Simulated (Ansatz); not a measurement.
The system is PtSe2 (Sudovikovite).

```xyz
3
Lattice="3.7240 0.0000 0.0000 -1.8620 3.2251 0.0000 0.0000 0.0000 5.0620" Properties=species:S:1:pos:R:3 pbc="T T T"
Pt    0.0000    0.0000    0.0000
Se    1.8620    1.0750    3.7965
Se    0.0000    2.1501    1.2655
```

Program: Ansatz 0.2.0. Alike in all runs: cell as given; the mesh is coarse, so values aren't converged.

Problem. Order these runs on this cell by their pressure, lowest first.
A. level PBE; potentials or basis all-electron LAPW, scalar-relativistic; spin off; k mesh 4 × 4 × 2; cutoff (eV) 279; smearing fermi-dirac 0.04 eV; basis error allowed 0.003 eV/atom
B. level rPW86-PBE+D4; potentials or basis all-electron LAPW, point nuclei; spin non-collinear, random start, SOC; k mesh 6 × 6 × 4; cutoff (eV) 317; smearing fermi-dirac 0.05 eV; search for lower states off; basis error allowed 0.001 eV/atom
C. level RPBE+D4; potentials or basis all-electron LAPW, relativistic spinors; spin non-collinear, ferromagnetic start, SOC; k mesh 6 × 6 × 4; cutoff (eV) 317; smearing fermi-dirac 0.05 eV; basis error allowed 0.001 eV/atom

Solution. C (1.9 GPa), A (7.0 GPa), B (10.3 GPa).

Caveats: some runs use coarse meshes; the k mesh is thin for a metal, which can move the energy by tens of meV per atom (some runs); pairwise dispersion overbinds metals, which lowers pressure and volume (some runs); the starting moments weren't kept (some runs).
